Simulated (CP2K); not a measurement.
Runs of CP2K 2026.2 on Sc. The structure is cubic, space group Fm-3m (No. 225). The conventional cell has a = 4.520 Å, b = 4.520 Å, c = 4.520 Å, α = 90.00°, β = 90.00°, γ = 90.00°. Sc (site symmetry m-3m) has 12 Sc at 3.20 Å as nearest neighbours. This isn't the form of Sc at room conditions, which is hcp.

| task | level | cell | smearing | NGRIDS | gap on the mesh (eV) | pressure (GPa) |
| --- | --- | --- | --- | --- | --- | --- |
| single point | PBE | as given | gaussian 0.02 eV | 4 | none | 3.7 |
| single point | PBE | as given | fermi-dirac 0.05 eV | 4 | none | 3.7 |
| single point | PBE | as given | gaussian 0.1 eV | 4 | none | 3.6 |
| single point | PBE | cell strained at random at fixed volume | fermi-dirac 0.05 eV | 5 | none | 3.7 |
| single point | RPBE | as given | gaussian 0.1 eV | 4 | none | (a) |

Alike in all rows: potentials or basis POTENTIAL_UZH Sc GTH-PBE-q11; TZVP-MOLOPT-PBE-GTH basis; no spin polarisation; k mesh 10 × 10 × 10.

Problem. Estimate the missing entries.

Solution. (a) 5.8.

Caveats: the basis of atomic orbitals isn't converged, which shifts pressures, moduli and gaps; the potentials were made for another functional, which shifts forces and pressure (some runs).

A gap of «none» marks a metal or a gap under the smearing width.
